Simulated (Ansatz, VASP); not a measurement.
# One calculation of ZnS, two programs

The input INCAR:

```
ALGO = Normal
EDIFF = 1E-6
ENCUT = 520
GGA = PE
ISIF = 2
ISMEAR = -1
LASPH = True
LCHARG = False
LREAL = False
LWAVE = False
NBANDS = 16
NELM = 100
PREC = Accurate
SIGMA = 0.01
```

Contents of KPOINTS:

```
k-points
0
Gamma
  8 8 8
```

File POSCAR:

```
ZnS
1.0
    0.0000000000      2.6680961947      2.6680961947
    2.6680961947      0.0000000000      2.6680961947
    2.6680961947      2.6680961947      0.0000000000
Zn S
1 1
Direct
    0.0000000000      0.0000000000      0.0000000000
    0.7500000000      0.7500000000      0.7500000000
```

Input for Ansatz:

```yaml
crystal:
  lattice:
    - [0.0, 2.6680961947, 2.6680961947]
    - [2.6680961947, 0.0, 2.6680961947]
    - [2.6680961947, 2.6680961947, 0.0]
  atoms:
    - { symbol: Zn, position: [0.0, 0.0, 0.0] }
    - { symbol: S, position: [0.75, 0.75, 0.75] }
kpoints:
  mp_grid: { grid: [8, 8, 8] }
  band_path:
    path:
      - [0.0, 0.0, 0.0]
      - [-0.5, -0.5, 0.0]
      - [-0.375, -0.375, 0.25]
      - [-0.375, 0.0, 0.375]
      - [0.0, 0.0, 0.0]
      - [0.0, 0.0, 0.5]
      - [-0.5, -0.25, 0.25]
      - [-0.5, -0.5, 0.0]
    npoints: 5
scf:
  occupations: { method: fermi_dirac, width: 0.01 }
hamiltonian:
  xc: pbe
  pseudopotentials: { kind: all_electron, lapw: { basis_error: 0.00025 } }
output:
  forces: true
  stress: true
  eigenvalues: true
```

Change from the starting cell: volume scaled by 0.96.

Alike in both runs: task single point; functional PBE; k mesh 8 × 8 × 8; occupations fermi-dirac, width 0.01 eV; no spin polarisation.

|  | VASP | Ansatz |
| --- | --- | --- |
| version | VASP 6.6.1 | Ansatz 0.2.0 |
| potentials or method | VASP PAW PBE potentials, release 64 (Zn, S) | all-electron LAPW, scalar-relativistic |
| plane-wave cutoff (eV) | 520 | see its input |

```csv
,VASP,Ansatz,Ansatz less VASP
gap on the k mesh at the Fermi level (eV),2.28,2.28,-0.004
pressure (GPa),4.9,4.8,-0.19
```

Ansatz ran all-electron here, so the differences hold the error of VASP's frozen core and of both bases.
